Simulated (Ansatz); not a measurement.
Results of r²SCANh (Ansatz, a program for electronic structure, plane waves, PAW) for rock-salt LiI.

Input file:

Ansatz 0.2 input:
```yaml
crystal:
  lattice:
    - [0.0, 3.0043083222, 3.0043083222]
    - [3.0043083222, 0.0, 3.0043083222]
    - [3.0043083222, 3.0043083222, 0.0]
  atoms:
    - { symbol: Li, position: [0.0, 0.0, 0.0] }
    - { symbol: I, position: [0.5, 0.5, 0.5] }
basis:
  ecutwfc: 520
  ecutrho_ratio: 4
  xc_grid: 3
kpoints:
  mp_grid: { grid: [8, 8, 8] }
  band_path: { path: [[0, 0, 0], [-0.088542, 0.0, 0.088542]], npoints: 1 }
hamiltonian:
  xc: r2scanh
  dispersion: none
  pseudopotentials: { kind: paw }
scf:
  occupations: { method: fermi_dirac, width: 0.01 }
  convergence: { dr2_threshold: 0.0000000002 }
output:
  forces: true
  stress: true
  eigenvalues: true
  write_bands: true
```

Excerpt of the program's output:

```
WARN output.stress: scf.exx.energy_threshold = 1e-6 eV is looser than the 2e-8 eV advised for a stress under a hybrid functional (1e-8 eV for each atom of the …
Crystal: 2 atoms, lattice volume = 54.233 Å³
Basis set: ecut = 520 eV, 1459 PW (Γ), exchange–correlation on 96×96×96 points (27 copies of the dense FFT grid, shifted against one another)
Bands: 14, of which v1, the nominal top of the filled ones, is band 10 counted from 1 (9 counted from 0)
Symmetry: 48 space group operations
Space group: Fm-3m (ITA 225), of the structure as read, at distance tolerance 3.8e-5 Å
k-points: 29 of 512
Functional: x = r2scan, c = r2scan; τ floored in thin density (d = 2e-4 eV/Å³), warm-up for x = 0.9 r2scan + 0.1 exact, c = r2scan; τ floored in thin density (d = 2e-4 eV/Å³)
SCF iter   1: F=—  HF=-7735.876131 eV  |F-HF|=—  |Δ(HF+E_count)|=         —  Δρ=2.66e-3  dr2=2.84e-3  dr2_τ=6.16e-4
SCF iter   2: F=-7735.891759 eV  HF=-7735.891558 eV  |F-HF|=2.00e-4  |Δ(HF+E_count)|=   1.54e-2  Δρ=1.06e-3  dr2=6.19e-4  dr2_τ=1.41e-5
Crystal: 2 atoms, lattice volume = 54.233 Å³
Initial density: handed on by an earlier stage of this run
Functional: x = 0.9 r2scan + 0.1 exact, c = r2scan; τ floored in thin density (d = 2e-4 eV/Å³)
  ...
Crystal: 2 atoms, lattice volume = 54.233 Å³
SCF iter   2: F=—  HF=-7735.966790 eV  |F-HF|=—  |Δ(HF+E_count)|=   1.86e-9  Δρ=8.31e-7  dr2=2.47e-10  dr2_τ=4.68e-12
SCF iter   3: F=-7735.966790 eV  HF=-7735.966790 eV  |F-HF|=6.64e-11  |Δ(HF+E_count)|=  7.09e-11  Δρ=2.52e-7  dr2=1.18e-10  dr2_τ=8.20e-13
SCF 3 converged in 3 iterations: F = -7735.966790 eV  dr2 = 1.18e-10
Free energy (F): -7735.966790 eV
Internal energy: -7735.966790 eV  (E = F + TS)
E sigma→0 (E₀):  -7735.966790 eV
Fermi energy:    6.242553 eV
--- Forces (eV/Å), atoms counted from 1 ---
  atom   1  Li    -0.00000000    -0.00000000     0.00000000
  atom   2  I      0.00000000     0.00000000     0.00000000
--- Stress (GPa, compression-positive) ---
       -0.000947       0.000000       0.000000
        0.000000      -0.000947       0.000000
       -0.000000      -0.000000      -0.000947
  P = ⅓ Tr σ = -0.0009 GPa (-0.009 kbar)
```

The PAW data were made under PBE.
